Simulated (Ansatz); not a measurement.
Molecular dynamics on a 2×2×3 supercell (24 atoms) of AlN (CsCl type), relaxed with r2SCAN. Forces come from r2SCAN in Ansatz 0.2.0: a Langevin thermostat at fixed volume, 200 K, steps of 3 fs. Classical nuclei, no spin polarisation; a few dozen steps show the first response, not equilibrium. The structure comes from a prototype and may be hypothetical.

```yaml
crystal:
  lattice:
    - [5.1709192558, 0.0, 0.0]
    - [0.0, 5.1709192558, 0.0]
    - [0.0, 0.0, 7.7563788838]
  atoms:
    - { symbol: Al, position: [0.0, 0.0, 0.0] }
    - { symbol: "N", position: [0.25, 0.25, 0.1666666667] }
    - { symbol: Al, position: [0.0, 0.0, 0.3333333333] }
    - { symbol: "N", position: [0.25, 0.25, 0.5] }
    - { symbol: Al, position: [0.0, 0.0, 0.6666666667] }
    - { symbol: "N", position: [0.25, 0.25, 0.8333333333] }
    - { symbol: Al, position: [0.0, 0.5, 0.0] }
    - { symbol: "N", position: [0.25, 0.75, 0.1666666667] }
    - { symbol: Al, position: [0.0, 0.5, 0.3333333333] }
    - { symbol: "N", position: [0.25, 0.75, 0.5] }
    - { symbol: Al, position: [0.0, 0.5, 0.6666666667] }
    - { symbol: "N", position: [0.25, 0.75, 0.8333333333] }
    - { symbol: Al, position: [0.5, 0.0, 0.0] }
    - { symbol: "N", position: [0.75, 0.25, 0.1666666667] }
    - { symbol: Al, position: [0.5, 0.0, 0.3333333333] }
    - { symbol: "N", position: [0.75, 0.25, 0.5] }
    - { symbol: Al, position: [0.5, 0.0, 0.6666666667] }
    - { symbol: "N", position: [0.75, 0.25, 0.8333333333] }
    - { symbol: Al, position: [0.5, 0.5, 0.0] }
    - { symbol: "N", position: [0.75, 0.75, 0.1666666667] }
    - { symbol: Al, position: [0.5, 0.5, 0.3333333333] }
    - { symbol: "N", position: [0.75, 0.75, 0.5] }
    - { symbol: Al, position: [0.5, 0.5, 0.6666666667] }
    - { symbol: "N", position: [0.75, 0.75, 0.8333333333] }
kpoints:
  mp_grid: { grid: [4, 4, 2] }
hamiltonian:
  xc: r2scan
scf:
  occupations: { method: fermi_dirac, width: 0.02 }
md:
  ensemble: nvt_langevin
  temperature: 200
  timestep: 3.0
  n_steps: 20
  initial_velocities: maxwell_boltzmann
  seed: 9803
```

Run as `ansatz run input.yaml --threads 4 --pin off --max-ram 3686MiB --backend cpu --events-out ev --progress --plain --runs-dir out`. Wall time 5.5 min on 4 threads of Arm Neoverse V1, on a shared host, load about 0.9 per core; peak host memory 1.2 GiB.

| step | t (fs) | T (K) | free energy F from step 0 (meV/atom) | kinetic energy (meV/atom) | largest force (eV/Å) |
| --- | --- | --- | --- | --- | --- |
| 0 | 0 | 192 | 0.0 | 24.8 | 0.00 |
| 1 | 3 | 190 | 0.5 | 24.6 | 0.48 |
| 2 | 6 | 199 | 1.1 | 25.7 | 1.01 |
| 3 | 9 | 207 | -0.3 | 26.8 | 1.63 |
| 4 | 12 | 289 | -8.8 | 37.3 | 2.39 |
| 5 | 15 | 504 | -32.5 | 65.2 | 3.25 |
| 6 | 18 | 854 | -82.2 | 110.4 | 3.99 |
| 7 | 21 | 1470 | -165.1 | 190.0 | 4.45 |
| 8 | 24 | 2185 | -274.8 | 282.4 | 4.44 |
| 9 | 27 | 2890 | -388.6 | 373.6 | 3.84 |
| 10 | 30 | 3394 | -472.2 | 438.7 | 3.24 |
| 11 | 33 | 3370 | -497.6 | 435.6 | 4.26 |
| 12 | 36 | 2979 | -468.8 | 385.0 | 6.18 |
| 13 | 39 | 2428 | -421.5 | 313.8 | 6.73 |
| 14 | 42 | 2120 | -396.7 | 274.0 | 6.67 |
| 15 | 45 | 2219 | -418.7 | 286.8 | 7.17 |
| 16 | 48 | 2528 | -479.7 | 326.7 | 5.92 |
| 17 | 51 | 2791 | -538.7 | 360.8 | 4.59 |
| 18 | 54 | 2830 | -563.9 | 365.8 | 4.71 |
| 19 | 57 | 2611 | -558.8 | 337.6 | 5.95 |
| 20 | 60 | 2397 | -554.9 | 309.8 | 7.18 |

The temperature starts at 192 K, is lowest at step 1 (190 K, 3 fs) and ends at 2397 K. The free energy ends below that of the starting lattice, which is therefore no minimum: the cell is distorting and heats up. By the last step the atoms have moved 0.65 Å in the root mean square, the drift of the whole cell taken out, 1.20 Å at most.

Positions (Å) and forces (eV/Å) at step 20:
```
Al   0.013  -0.032   0.005     1.887   2.777   4.128
N    1.607   0.824   1.505     0.768  -2.160  -0.263
Al  -0.043   0.310   2.568    -0.410   1.195  -0.189
N    1.288   2.343   3.930    -6.333  -1.940  -0.868
Al   0.025   0.296   5.198     0.706  -0.314   0.916
N    1.235   0.059   6.529     3.858   1.680   0.238
Al   0.207   2.701   0.093     1.709  -1.124  -1.275
N    1.401   3.291   1.444     1.947   1.368  -1.021
Al  -0.203   2.885   2.530     1.536   1.719  -0.769
N    1.114   4.907   3.847     1.270  -2.116   1.593
Al   0.002   2.809   5.135    -0.181   1.141   0.742
N    1.581   2.730   6.405    -6.118   1.699   3.347
Al   2.725   0.207   0.138    -0.337  -0.039  -0.758
N    4.219   1.691   1.249     0.357   0.968  -1.333
Al   2.424  -0.540   2.599     1.429  -0.872  -0.266
N    3.907   0.353   3.994    -2.697   2.054  -1.515
Al   2.673  -0.094   5.157    -2.207  -1.962   1.976
N    3.731   1.808   6.433     4.230  -1.763  -3.242
Al   2.894   2.721  -0.119    -1.184   2.578   2.386
N    4.132   4.392   1.456    -0.081  -0.941  -0.179
Al   2.369   2.126   2.589     1.171  -1.275  -2.139
N    3.655   2.987   3.695    -1.099   0.767   2.003
Al   2.535   2.364   5.087     3.794  -0.220  -1.088
N    4.064   4.469   6.689    -4.013  -3.216  -2.424
```
